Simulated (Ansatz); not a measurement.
## Moving the pressure in AlN

The cell as given:

The structure is cubic, space group F-43m (No. 216). Conventional cell: a = 4.368 Å, b = 4.368 Å, c = 4.368 Å, α = 90.00°, β = 90.00°, γ = 90.00°. Al (site symmetry -43m) has 4 N at 1.89 Å as nearest neighbours. Around N (site symmetry -43m) lie 4 Al at 1.89 Å.

Measurements of this composition are mostly on another form, of space group No. 186.

Kept alike: task relaxation of cell and atoms; functional PBEsol; k mesh 10 × 10 × 10; occupations fermi-dirac, width 0.05 eV; no spin polarisation. Program: Ansatz, all-electron LAPW, scalar-relativistic. The mesh is that of the run's cell of 2 atoms. No spin-orbit coupling.

```csv
"pressure, P (GPa)",band gap (eV),volume (Å³/atom)
0,3.188,10.479
5,3.199,10.230
10,3.208,10.011
20,3.224,9.630
30,3.235,9.304
```

Gaps hold for each row's own relaxed cell. The relaxations keep at least the cell's symmetry (F-43m). The runs follow the start's structure, whether or not it is the stable one at these pressures. P is the pressure aimed at, which the runs meet within some hundredths to tenths of a GPa. A gap read on the mesh alone can miss an edge between its points.

Problem. What does the pressure change here?

Solution. The band gap rises from 3.188 to 3.235 eV between 0 and 30 GPa. The volume falls from 10.479 to 9.304 Å³/atom between 0 and 30 GPa. The volume falls ever more slowly, since the solid stiffens under load. At the pressures aimed at, which the runs meet within some tenths of a GPa, the step from 0 to 5 GPa gives a mean bulk modulus near 208 GPa, the last step 290 GPa.
